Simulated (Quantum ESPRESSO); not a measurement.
Crystal: Tc.

```xyz
2
Lattice="2.7400 0.0000 0.0000 -1.3700 2.3729 0.0000 0.0000 0.0000 4.3980" Properties=species:S:1:pos:R:3 pbc="T T T"
Tc    1.3700    0.7910    3.2985
Tc    0.0000    1.5819    1.0995
```

| Quantity | Value |
| --- | --- |
| Program | Quantum ESPRESSO 7.5 |
| Task | single point |
| Functional | PBE |
| Potentials or basis | SSSP 1.3 efficiency PBE |
| Cutoff | 816 eV |
| Density cutoff | 3265 eV |
| k mesh | 11 × 11 × 6 |
| Occupations | fermi-dirac, width 0.05 eV |
| Spin | no spin polarisation |

On this cell: pressure 2.9 GPa; largest force under 0.003 eV/Å; band gap on the k mesh none (metal or under the smearing width).

The same run follows on a disturbed copy (atoms moved at random, drawn with an rms of 0.05 Å):

```
Tc
1.0
     2.74000    0.00000    0.00000
    -1.37000    2.37291    0.00000
     0.00000    0.00000    4.39800
Tc
2
Direct
  0.64995 0.33009 0.74506
  0.34119 0.66573 0.26152
```

Q: What changes?

A: The energy (extrapolated to zero smearing) moves by +4.8 meV/atom; pressure 3.6 GPa; largest force 0.257 eV/Å; band gap on the k mesh none (metal or under the smearing width).

Forces in eV/Å, atoms in the order of the input:
```
Tc   0.187  0.012  0.176
Tc  -0.187 -0.012 -0.176
```

Stress tensor (GPa, compression positive):
```
 3.36 -1.17  1.06
-1.17  3.87  0.09
 1.06  0.09  3.57
```
